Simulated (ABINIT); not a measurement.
# BN (P6_3mc): a self-consistent loop beyond G0W0, cycle by cycle, part 3 of 3

Aim: iterate the self-energy on BN (P6_3mc) and follow the gap from cycle to cycle.

ABINIT 10.8.3; PBEsol and many-body steps on it, plane waves. Known limits of the many-body steps: not at the basis limit; coarse k mesh.

So far. Step 10 (evGW, cycle 1): Against G0W0 in ABINIT (3×3×2 mesh, 23 bands, screening to 106.1 eV, Godby-Needs plasmon pole), the gap moves by +0.510 eV. Step 13 (evGW, cycle 2): Against the cycle before, the gap moves by +0.042 eV.

The database entry behind the starting cell has ideal inner coordinates that were not refined, so it need not match the best structure at ambient conditions.

### 15. Screening, 3×3×2 mesh, 23 bands, screening to 106.1 eV

This step: RPA screening on PBEsol from quasiparticle energies, plane waves, norm-conserving pseudopotentials.

run.abi reads:

```
acell 3*1.0 Angstrom
rprim 
  2.536000000002 -0.000000000000 0.000000000000
  -1.268000000000 2.196240423999 0.000000000000
  0.000000000000 0.000000000000 4.199000000000
ntypat 2
znucl 5 7
natom 4
typat 1 1 2 2
xred 
  0.666666666667 0.333333333333 0.000000000000
  0.333333333333 0.666666666667 0.500000000000
  0.666666666667 0.333333333333 0.375000000000
  0.333333333333 0.666666666667 0.875000000000
pp_dirpath "pseudos"
pseudos "B.upf, N.upf"
ecut 36
ngkpt 3 3 2
nshiftk 1
shiftk 0 0 0
kptopt 1
chksymbreak 0
istwfk *1
occopt 1
irdwfk 1
optdriver 3
nband 23
ecuteps 3.9
inclvkb 2
awtr 1
symchi 1
irdqps 1
gwcalctyp 10
nqptdm 5
qptdm 
  0.3333333333 0.0000000000 0.0000000000
  0.3333333333 0.3333333333 0.0000000000
  0.0000000000 0.0000000000 0.5000000000
  0.3333333333 0.0000000000 0.5000000000
  0.3333333333 0.3333333333 0.5000000000
indata_prefix "in"
outdata_prefix "out"
tmpdata_prefix "tmp"
```

mrgscr.stdin reads:

```
2
merged
q0_SCR
out_SCR
1
```

Command:

```
OMP_NUM_THREADS=1 mpirun -n 4 abinit run.abi > log; mrgscr < mrgscr.stdin
```

Numbers of over 12 decimals in the logs are rounded to 6 here.

The log of the run:

```text
.Version 10.8.3 of ABINIT. v10.8.2 released Aug 2026.

 Symmetries : space group P6_3 m c (#186); Bravais hP (primitive hexag.)
[... echo of the input left out ...]
== DATASET  1 ==================================================================
-   mpi_nproc: 4, omp_nthreads: 1 (-1 if OMP is not activated)

--- !DatasetInfo
iteration_state: {dtset: 1, }
dimensions: {natom: 4, nkpt: 6, mband: 23, nsppol: 1, nspinor: 1, nspden: 1, mpw: 1677, }
cutoff_energies: {ecut:  36.0, pawecutdg:  -1.0, }
[...]
q-point number  1        q = ( 0.333333, 0.000000, 0.000000) [r.l.u.]
--------------------------------------------------------------------------------
[... chi0 elements left out ...]
  Average fulfillment of the sum rule on Im[epsilon] for q-point    2 :     58.05  [%]

--------------------------------------------------------------------------------
  q-point number  2        q = ( 0.333333, 0.333333, 0.000000) [r.l.u.]
--------------------------------------------------------------------------------
[... chi0 elements left out ...]
  Average fulfillment of the sum rule on Im[epsilon] for q-point    3 :     46.49  [%]

 [... 3 further q-points ...]
```

Elapsed: 1.7 s, on 4 MPI ranks of Arm Neoverse V2, shared host; peak memory 0.07 GiB; 6.7 s of CPU time.

This step gave:

- plasma frequency: 30.71 eV
- plane waves in the screening matrix: 55

This screening reads the quasiparticle levels of the cycle before.

### 16. evGW, cycle 3

This step: evGW on PBEsol, plane waves, norm-conserving pseudopotentials.

Changes to run.abi since step 15:

```diff
@@ -25,12 +25,10 @@
 irdwfk 1
-optdriver 3
+optdriver 4
 nband 23
-ecuteps 3.9
-inclvkb 2
-awtr 1
-symchi 1
-irdqps 1
 gwcalctyp 10
-nqptdm 5
-qptdm 
+ecutsigx 36
+symsigma 1
+nkptgw 6
+kptgw 
+  0.0000000000 0.0000000000 0.0000000000
   0.3333333333 0.0000000000 0.0000000000
@@ -40,2 +38,13 @@
   0.3333333333 0.3333333333 0.5000000000
+bdgw 
+  1 16
+  1 16
+  1 16
+  1 16
+  1 16
+  1 16
+ecuteps 3.9
+irdscr 1
+ppmodel 1
+irdqps 1
 indata_prefix "in"
```

Command:

```
OMP_NUM_THREADS=1 mpirun -n 4 abinit run.abi > log
```

The log of the run:

```text
.Version 10.8.3 of ABINIT. v10.8.2 released Aug 2026.

 Symmetries : space group P6_3 m c (#186); Bravais hP (primitive hexag.)
[... echo of the input left out ...]
== DATASET  1 ==================================================================
-   mpi_nproc: 4, omp_nthreads: 1 (-1 if OMP is not activated)

--- !DatasetInfo
iteration_state: {dtset: 1, }
dimensions: {natom: 4, nkpt: 6, mband: 23, nsppol: 1, nspinor: 1, nspden: 1, mpw: 1677, }
cutoff_energies: {ecut:  36.0, pawecutdg:  -1.0, }
[...]
.  kptgw no:  4; Maximum DeltaE = (  -0.013   0.005) for band index:  1
.  kptgw no:  5; Maximum DeltaE = (   0.000   0.019) for band index:  1
.  kptgw no:  6; Maximum DeltaE = (   0.002   0.008) for band index:  1

== END DATASET(S) ==============================================================
================================================================================

 -outvars: echo values of variables after computation  --------
           etotal      0.0000000000E+00
            nband          23
             nkpt           6
          spgroup         186
 [... the other variables as echoed above ...]

 Calculation completed.
```

Wall time 3.5 s (4 MPI ranks); peak memory 0.36 GiB.

This step gave:

| Property | Result |
| --- | --- |
| quasiparticle gap on the mesh | 7.166 eV |
| gap of the density functional on the mesh | 5.041 eV |
| k of the valence top | 0, 0, 0 |
| k of the conduction bottom | 0.3333, 0.3333, 0 |
| least direct quasiparticle gap on the computed points | 11.22 eV |

Against the cycle before, the gap moves by +0.004 eV.

### 17. The runs together

Times are wall times on 4 MPI ranks of Arm Neoverse V2, shared host, good to a factor of about two. A run's time includes the screening step that it read.

| run | mesh | bands | screening cutoff (eV) | DFT gap (eV) | gap on the mesh (eV) | direct (eV) | ε∞ used | time |
| --- | --- | --- | --- | --- | --- | --- | --- | --- |
| G0W0 | 3×3×2 | 23 | 106.1 | 5.041 | 6.610 | 10.569 | 5.22 | 3.6 s |
| evGW0, cycle 1 | 3×3×2 | 23 | 106.1 | 5.041 | 6.841 | 10.871 | 5.22 | 5.3 s |
| evGW0, cycle 2 | 3×3×2 | 23 | 106.1 | 5.041 | 6.807 | 10.802 | 5.22 | 5.3 s |
| evGW0, cycle 3 | 3×3×2 | 23 | 106.1 | 5.041 | 6.803 | 10.800 | 5.22 | 5.3 s |
| evGW, cycle 1 | 3×3×2 | 23 | 106.1 | 5.041 | 7.120 | 11.166 | 4.55 | 6.9 s |
| evGW, cycle 2 | 3×3×2 | 23 | 106.1 | 5.041 | 7.162 | 11.212 | 4.46 | 6.9 s |
| evGW, cycle 3 | 3×3×2 | 23 | 106.1 | 5.041 | 7.166 | 11.217 | 4.45 | 7 s |

### 18. What came out

| Item | Value |
| --- | --- |
| G0W0 | 6.610 eV |
| evGW0, cycle 1 | 6.841 eV |
| evGW0, cycle 2 | 6.807 eV |
| evGW0, cycle 3 | 6.803 eV |
| evGW, cycle 1 | 7.120 eV |
| evGW, cycle 2 | 7.162 eV |
| evGW, cycle 3 | 7.166 eV |
| known limits | not at the basis limit; coarse k mesh |

Only the bands that the input lists are updated; the others, empty or deep, keep the functional's energies or take a rigid shift. The evGW loop starts from the last levels of evGW0, so its cycles and time come on top of those. evGW0 ends at 6.80 eV, +0.19 eV from G0W0, after 3 cycles that took 10 s beside the first screening; the last moved the gap by 0.004 eV. evGW ends at 7.17 eV, +0.56 eV from G0W0, after 3 cycles that took 21 s beside the first screening; the last moved the gap by 0.004 eV. The first cycle of evGW0 takes the full correction, without the factor Z, so it overshoots the one-shot value. Bands and cutoff are finite, so the gap is not at the basis limit. The miss can reach some tenths of an eV and take either sign; the mesh is an error of its own. The 3×3×2 mesh is coarse for this cell, which bears on the long-range parts of exchange and screening. In the updated screening the q = 0 part is built from Kohn-Sham bands under a rigid shift, the other q from the quasiparticle levels.

[Paths, hosts, dates, memory and timing lines, banners, echoed tables and standing remarks are left out of the program output.]

[Logs are printed without paths, hosts, clocks, repeated set-up lines and the standing remarks that a program may print on its own settings, such as how far it seeks lower states.]

[Runs of the session that timed out or met a known fault of the program may be left out.]

[Hosts, paths, dates, database ids (printed as entryN), source tags and the programs' standing remarks are cut or masked in the printed files.]

[G0W0 gaps are taken among the corrected bands and points alone; a level outside them can change the order at an edge.]

[Where Ansatz stands beside ABINIT at settings called matched, ABINIT's density can come from a denser mesh and the files from another edition; pairs whose starting gaps differed by over 0.03 eV were left out, so agreement reads better than it is.]
